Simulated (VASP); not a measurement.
Input of a VASP 6.6.1 run:

File INCAR:

```
ALGO = Normal
EDIFF = 1E-7
EDIFFG = -0.005
ENCUT = 600
GGA = PS
IBRION = 2
ISIF = 3
ISMEAR = 0
LASPH = True
LCHARG = False
LREAL = False
LWAVE = False
NELM = 80
NSW = 90
PREC = Accurate
SIGMA = 0.03
```

The input KPOINTS:

```
k-points
0
Gamma
  9 9 4
```

File POSCAR:

```
AgI                                     
1.0
    4.5537251636      0.0000000000      0.0000000000
   -2.2768625818      3.9436416735     -0.0000000000
   -0.0000000000     -0.0000000000      7.4602547297
  Ag              I             
     2     2
Direct
     0.6666666667000030    0.3333333332999970    0.6279228147495642
     0.3333333332999970    0.6666666667000030    0.1279228147495642
     0.6666666667000030    0.3333333332999970    0.0020771852504383
     0.3333333332999970    0.6666666667000030    0.5020771852504383
```

Potentials or basis: VASP PAW PBE potentials, release 64 (Ag, I).

Launch:

```sh
$ cat potpaw_PBE.64/Ag/POTCAR potpaw_PBE.64/I/POTCAR > POTCAR
$ mpirun -np 1 vasp_std > vasp.out
```

**Question.** What does it give for the band gap on the k mesh?

**Answer.** 1.23 eV, direct.

Final structure:
```xyz
4
Lattice="4.5537 0.0000 0.0000 -2.2769 3.9436 0.0000 0.0000 0.0000 7.4603" Properties=species:S:1:pos:R:3 pbc="T T T"
Ag    2.2769    1.3145    4.6845
Ag    0.0000    2.6291    0.9543
I     2.2769    1.3145    0.0155
I     0.0000    2.6291    3.7456
```

Caveat: the relaxation stopped at its first step, so nothing moved; spin-orbit coupling is left out, which moves the levels of the heavy elements. PBEsol gaps usually lie below the measured ones, often by a third to a half.
